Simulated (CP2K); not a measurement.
Y:

```
CELL_PARAMETERS angstrom
3.60906 0.00000 0.00000
1.80453 3.12554 0.00000
1.80453 1.04185 2.94679
ATOMIC_POSITIONS crystal
Y 0.00000 0.00000 0.00000
```

This isn't the form of Y at room conditions, which is hcp.

* Program: CP2K 2026.2
* Task: single point
* Functional: PBE
* Potentials or basis: POTENTIAL_UZH Y GTH-PBE-q11; TZVP-MOLOPT-PBE-GTH basis
* Density cutoff: 6123 eV
* k mesh: 9 × 9 × 9
* Occupations: fermi-dirac, width 0.05 eV
* Spin: no spin polarisation

On this cell: pressure -0.8 GPa; band gap on the k mesh none (metal or under the smearing width).

The same run follows on a disturbed copy (cell strained at random at fixed volume):

```
Y
1.0
     3.63840    0.00000    0.00000
     1.87330    3.10212    0.00000
     1.83920    1.07715    2.94509
Y
1
Direct
  0.01034 0.99772 0.00314
```

Problem. What does the disturbed cell give?

Solution. The energy (extrapolated to zero smearing) moves by +2.1 meV/atom; pressure -0.8 GPa; band gap on the k mesh none (metal or under the smearing width).

Stress tensor (GPa, compression positive):
```
-1.31 -0.43 -0.16
-0.43 -0.33 -0.39
-0.16 -0.39 -0.75
```

Caveats: the basis of atomic orbitals isn't converged, which shifts pressures, moduli and gaps.
